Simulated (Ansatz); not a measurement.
Crystal: Sb.

```xyz
1
Lattice="3.1600 0.0000 0.0000 0.0000 3.1600 0.0000 0.0000 0.0000 3.1600" Properties=species:S:1:pos:R:3 pbc="T T T"
Sb    0.0000    0.0000    0.0000
```

This isn't the form of Sb at room conditions, which is rhombohedral.

```yaml
Program: Ansatz 0.2.0
Task: relaxation of cell and atoms
Functional: RPBE
Potentials_or_basis: Ansatz NC
Cutoff: 1088 eV
Density_cutoff: 4354 eV
k_mesh: 6 × 6 × 6
Occupations: methfessel-paxton, width 0.1 eV
Spin: spin-orbit coupling, no magnetisation
```

At the start: pressure -0.9 GPa; volume 31.55 Å³/atom.

Where does the relaxation end?

Over 4 steps the energy falls by 2.1 meV/atom and the volume is 30.72 Å³/atom (-2.6 %); space group Pm-3m (No. 221, to 0.05 Å).

The path:
| step | energy change (eV) | largest force (eV/Å) | pressure (GPa) | volume (Å³) |
| --- | --- | --- | --- | --- |
| 1 | 0.0000 | 0.0000 | -0.92 | 31.55 |
| 2 | -0.0009 | 0.0000 | -0.72 | 31.38 |
| 3 | -0.0019 | 0.0000 | -0.35 | 31.08 |
| 4 | -0.0021 | 0.0000 | 0.14 | 30.72 |

Final structure:
```
Sb
1.0
     3.13201    0.00000    0.00000
     0.00000    3.13201    0.00000
     0.00000    0.00000    3.13201
Sb
1
Direct
  0.00000 0.00000 0.00000
```

Caveat: the potentials were made for another functional, which shifts forces and pressure; the thresholds are loose for stress.
